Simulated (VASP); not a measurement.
# KBr (Fm-3m) in VASP: a series of runs, part 2 of 2

VASP 6.6.1. Earlier steps stand in the parts before.

## (4) Single point, PBE

This run uses another cell than the first one, of 36.01 Å³/atom, 0.956 times its volume.

INCAR

```
SYSTEM = KBr
  PREC = Accurate
  ENCUT = 520
  EDIFF = 1E-7
  ISMEAR = -1
  SIGMA = 0.02
  LREAL = .False.
  LASPH = .True.
  NELM = 80
  ALGO = Normal
  ISIF = 2
  LWAVE = .False.
  LCHARG = .False.
  GGA = PE
  NBANDS = 15
```

KPOINTS

```
Automatic mesh
0
Gamma
  6 6 6
  0 0 0
```

POSCAR

```
KBr
1.0
    0.0000000000      3.3022478183      3.3022478183
    3.3022478183      0.0000000000      3.3022478183
    3.3022478183      3.3022478183      0.0000000000
K Br
1 1
Direct
    0.0000000000      0.0000000000      0.0000000000
    0.5000000000      0.5000000000      0.5000000000
```

Potentials or basis: VASP PAW PBE potentials, release 64 (K_sv, Br).

Launch:

```console
cat potpaw_PBE.64/K_sv/POTCAR potpaw_PBE.64/Br/POTCAR > POTCAR
mpirun -np 1 vasp_std > vasp.out
```

OUTCAR:

```text
SYSTEM = KBr
   PREC = Accurate
   ENCUT = 520
   EDIFF = 1E-7
   ISMEAR = -1
   LREAL = .False.
   LASPH = .True.
   NELM = 80
   ISIF = 2
   GGA = PE

 ion  position               nearest neighbor table
   1  0.000  0.000  0.000-   2 3.30   2 3.30   2 3.30   2 3.30   2 3.30   2 3.30
   2  0.500  0.500  0.500-   1 3.30   1 3.30   1 3.30   1 3.30   1 3.30   1 3.30

  LATTYP: Found a face centered cubic cell.
 ALAT       =     6.6044956366

  Lattice vectors:

 A1 = (   0.0000000000,   3.3022478183,   3.3022478183)
 A2 = (   3.3022478183,   0.0000000000,   3.3022478183)
 A3 = (   3.3022478183,   3.3022478183,   0.0000000000)

Analysis of symmetry for initial positions (statically):
=====================================================================
 Subroutine PRICEL returns:
 Original cell was already a primitive cell.

 Routine SETGRP: Setting up the symmetry group for a
 face centered cubic supercell.

 Subroutine GETGRP returns: Found 48 space group operations
 (whereof 48 operations were pure point group operations)
 out of a pool of 48 trial point group operations.

The static configuration has the point symmetry O_h .

Analysis of symmetry for dynamics (positions and initial velocities):
=====================================================================
 Subroutine PRICEL returns:
 Original cell was already a primitive cell.

 Routine SETGRP: Setting up the symmetry group for a
 face centered cubic supercell.

 Subroutine GETGRP returns: Found 48 space group operations
 (whereof 48 operations were pure point group operations)
 out of a pool of 48 trial point group operations.

The dynamic configuration has the point symmetry O_h .

 Subroutine INISYM returns: Found 48 space group operations
 (whereof 48 operations are pure point group operations),
 and found     1 'primitive' translations

----------------------------------------------------------------------------------------

                                     Primitive cell

  volume of cell :      72.0210

  direct lattice vectors                    reciprocal lattice vectors
     0.000000000  3.302247818  3.302247818    -0.151412016  0.151412016  0.151412016
     3.302247818  0.000000000  3.302247818     0.151412016 -0.151412016  0.151412016
     3.302247818  3.302247818  0.000000000     0.151412016  0.151412016 -0.151412016

  length of vectors
     4.670083651  4.670083651  4.670083651     0.262253305  0.262253305  0.262253305

  position of ions in fractional coordinates (direct lattice)
     0.000000000  0.000000000  0.000000000
     0.500000000  0.500000000  0.500000000

  ion indices of the primitive-cell ions
   primitive index   ion index
                 1           1
                 2           2

----------------------------------------------------------------------------------------

 KPOINTS: Automatic mesh

Automatic generation of k-mesh.
 Grid dimensions read from file:
 generate k-points for:    6    6    6

 Generating k-lattice:

  Cartesian coordinates                     Fractional coordinates (reciprocal lattice)
[... 21 lines left out ...]
  0.166667  0.166667  0.000000      6.000000
  0.333333  0.166667  0.000000     24.000000
[... 8 lines left out ...]
 -0.333333  0.333333  0.166667     24.000000
 -0.333333  0.500000  0.166667     12.000000
   k-points           NKPTS =     16   k-points in BZ     NKDIM =     16   number of bands    NBANDS=     15
   number of dos      NEDOS =    301   number of ions     NIONS =      2
   total plane-waves  NPLWV =  46656
   dimension x,y,z NGX =    36 NGY =   36 NGZ =   36
   dimension x,y,z NGXF=    72 NGYF=   72 NGZF=   72
   ions per type =               1   1
   NGX,Y,Z   is equivalent  to a cutoff of  12.82, 12.82, 12.82 a.u.
   NGXF,Y,Z  is equivalent  to a cutoff of  25.63, 25.63, 25.63 a.u.
 SYSTEM =  KBr
   PREC   = accura    normal or accurate (medium, high low for compatibility)
   ISTART =      0    job   : 0-new  1-cont  2-samecut
   ICHARG =      2    charge: 1-file 2-atom 10-const
   ISPIN  =      1    spin polarized calculation?
   LNONCOLLINEAR =      F non collinear calculations
   LSORBIT =      F    spin-orbit coupling
   LASPH  =      T    aspherical Exc in radial PAW
   ENCUT  =  520.0 eV  38.22 Ry    6.18 a.u.   8.68  8.68  8.68*2*pi/ulx,y,z
   NELM   =     80;   NELMIN=  2; NELMDL= -5     # of ELM steps
   EDIFF  = 0.1E-06   stopping-criterion for ELM
   LREAL  =      F    real-space projection
   EDIFFG = 0.1E-05   stopping-criterion for IOM
   NSW    =      0    number of steps for IOM
   IBRION =     -1    ionic relax: 0-MD 1-quasi-New 2-CG
   NFREE  =      0    steps in history (QN), initial steepest desc. (CG)
   ISIF   =      2    stress and relaxation
   ISYM   =      2    0-nonsym 1-usesym 2-fastsym
   POTIM  = 0.5000    time-step for ionic-motion
   TEBEG  =    0.0;   TEEND  =   0.0 temperature during run
   PSTRESS=    0.0 pullay stress
   NELECT =      16.0000    total number of electrons
   NUPDOWN=      -1.0000    fix difference up-down
   EMIN   =  10.00;   EMAX   =-10.00  energy-range for DOS
   EFERMI =   0.00;   METHOD = LEGACY
   ISMEAR =    -1;   SIGMA  =   0.02  broadening in eV -4-tet -1-fermi 0-gaus
   EFERMI_NEDOS =   21; number of points for ismear=-14 and -15
   IALGO  =     38    algorithm
   IMIX   =      4    mixing-type and parameters
     AMIX     =   0.40;   BMIX     =  1.00
     AMIX_MAG =   1.60;   BMIX_MAG =  1.00
  volume/ion in A,a.u.               =      36.01       243.01
  Fermi-wavevector in a.u.,A,eV,Ry     =   0.991506  1.873674 13.375661  0.983083
  Thomas-Fermi vector in A             =   2.123252
   LORBIT       =      0    0 simple, 1 ext, 2 COOP (PROOUT), +10 PAW based schemes
   GGA     = PE    functional components
   LHFCALC =     F    Hartree Fock is set to
   AEXX    =    0.0000 exact exchange contribution
   IVDW    =     0    specifies the selected vdW correction
   LEPSILON=     F    determine dielectric tensor
   LRPA    =     F    only Hartree local field effects (RPA)
 non-spin polarized calculation
  energy-cutoff  :      520.00
  volume of cell :       72.02
 maximum number of plane-waves:      1964
   NGX = 17   NGY = 17   NGZ = 17

 number of electron      15.9999997 magnetization

 Free energy of the ion-electron system (eV)
  ---------------------------------------------------
  ext. energy  EPLUGINS =         0.00000000
  ---------------------------------------------------
  free energy    TOTEN  =        -6.21576934 eV

  energy without entropy =       -6.21576934  energy(sigma->0) =       -6.21576934

 E-fermi :  -1.2240     XC(G=0):  -7.3624

 val. band max:       -1.7486919694   @ k =   0.0000   0.0000   0.0000
 cond. band min:       2.6797225559   @ k =   0.0000   0.0000   0.0000
 fundamental gap:      4.4284145253
 Fermi energy:        -1.2240436071

 k-point     1 :       0.0000    0.0000    0.0000
  band No.  band energies     occupation
      1     -29.5341      2.00000
      2     -14.0384      2.00000
      3     -13.0113      2.00000
      4     -13.0113      2.00000
      5     -13.0113      2.00000
      6      -1.7487      2.00000
      7      -1.7487      2.00000
      8      -1.7487      2.00000
      9       2.6797      0.00000
     10       5.8550      0.00000
     11       5.8550      0.00000
     12       5.8550      0.00000
     13       6.6770      0.00000
     14       6.6770      0.00000
[... 257 lines left out ...]
      2     -14.0155      2.00000
      3     -13.0873      2.00000
      4     -13.0603      2.00000
      5     -12.9462      2.00000
      6      -2.4543      2.00000
      7      -2.2231      2.00000
      8      -2.1958      2.00000
      9       4.8467      0.00000
     10       6.1653      0.00000
     11       6.5421      0.00000
     12       7.4843      0.00000
     13       8.2431      0.00000
     14       9.0372      0.00000
     15       9.5598      0.00000

------------------------ aborting loop because EDIFF is reached ----------------------------------------

  FORCE on cell =-STRESS in cart. coord.  units (eV):
  Direction    XX          YY          ZZ          XY          YZ          ZX
  --------------------------------------------------------------------------------------
  -------------------------------------------------------------------------------------
  Total        0.3232395      0.3232395      0.3232395      0.0000000      0.0000000     -0.0000000
  in kB        7.1907794      7.1907794      7.1907794      0.0000000      0.0000000     -0.0000000
  external PRESSURE =       7.1907794 kB  Pullay stress =       0.0000000 kB

 VOLUME and BASIS-vectors are now :
 -----------------------------------------------------------------------------
  energy-cutoff  :      520.00
  volume of cell :       72.02
      direct lattice vectors                 reciprocal lattice vectors
     0.000000000  3.302247818  3.302247818    -0.151412016  0.151412016  0.151412016
     3.302247818  0.000000000  3.302247818     0.151412016 -0.151412016  0.151412016
     3.302247818  3.302247818  0.000000000     0.151412016  0.151412016 -0.151412016

 POSITION                                       TOTAL-FORCE (eV/Angst)
 -----------------------------------------------------------------------------------
      0.00000      0.00000      0.00000         0.000000      0.000000      0.000000
      3.30225      3.30225      3.30225        -0.000000     -0.000000     -0.000000
 -----------------------------------------------------------------------------------
    total drift:                                0.000000      0.000000      0.000000

  FREE ENERGIE OF THE ION-ELECTRON SYSTEM (eV)
  ---------------------------------------------------
  free  energy   TOTEN  =        -6.2157693410 eV

  energy  without entropy=       -6.2157693410  energy(sigma->0) =       -6.21576934
```

OSZICAR:

```text
N       E                     dE             d eps       ncg     rms          rms(c)
DAV:   1     0.104912339417E+03    0.10491E+03   -0.69933E+03   480   0.952E+02
DAV:   2     0.486522192193E+00   -0.10443E+03   -0.95294E+02   628   0.232E+02
DAV:   3    -0.619821328426E+01   -0.66847E+01   -0.66399E+01   669   0.522E+01
DAV:   4    -0.638739274295E+01   -0.18918E+00   -0.18916E+00   700   0.821E+00
DAV:   5    -0.638891622023E+01   -0.15235E-02   -0.15235E-02   683   0.818E-01    0.310E+00
DAV:   6    -0.621690393881E+01    0.17201E+00   -0.21852E-01   599   0.224E+00    0.226E+00
DAV:   7    -0.620567730508E+01    0.11227E-01   -0.10721E-01   648   0.176E+00    0.102E+00
DAV:   8    -0.621465790020E+01   -0.89806E-02   -0.11890E-02   553   0.793E-01    0.113E-01
DAV:   9    -0.621547287742E+01   -0.81498E-03   -0.83685E-04   620   0.177E-01    0.787E-02
DAV:  10    -0.621575025362E+01   -0.27738E-03   -0.27814E-04   508   0.960E-02    0.118E-02
DAV:  11    -0.621576738595E+01   -0.17132E-04   -0.26759E-05   629   0.294E-02    0.575E-03
DAV:  12    -0.621576912208E+01   -0.17361E-05   -0.42476E-06   522   0.135E-02    0.156E-03
DAV:  13    -0.621576922596E+01   -0.10388E-06   -0.12073E-07   645   0.190E-03    0.616E-04
DAV:  14    -0.621576934387E+01   -0.11791E-06   -0.26123E-08   387   0.103E-03    0.339E-04
DAV:  15    -0.621576934097E+01    0.28977E-08   -0.41095E-09   317   0.358E-04
   1 F= -.62157693E+01 E0= -.62157693E+01  d E =-.697843E-13
```

stdout:

```text
POSCAR found type information on POSCAR K Br
 POSCAR found :  2 types and       2 ions
 scaLAPACK will be used
 LDA part: xc-table for (Slater+PW92), standard interpolation
 POSCAR, INCAR and KPOINTS ok, starting setup
 FFT: planning ... GRIDC
 FFT: planning ... GRID_SOFT
 FFT: planning ... GRID
 WAVECAR not read
 entering main loop
```

Run time: 16 s. Hardware: 1 thread of Intel Xeon Platinum 8375C at 2.90GHz (Ice Lake), shared host; peak memory 0.21 GiB.

Results:

| Property | Result |
| --- | --- |
| Free energy | -6.2158 eV |
| Pressure | 0.7 GPa |
| Band gap on the k mesh | 4.43 eV, direct |

## (5) Summary

```tsv
task	cell	cutoff (eV)	gap on the mesh (eV)	pressure (GPa)
single point	Fm-3m, 37.67 Å³/atom	520	4.31	0.0
relaxation of cell and atoms	relaxed	600	4.30	0.0
single point	Fm-3m, 36.01 Å³/atom	520	4.43	0.7
```

Alike in all rows: level PBE; potentials or basis VASP PAW PBE potentials, release 64 (K_sv, Br); no spin polarisation; k mesh 6 × 6 × 6; smearing fermi-dirac 0.02 eV.

Total energies depend on the potentials used, so only differences within one code and one set of settings carry meaning.
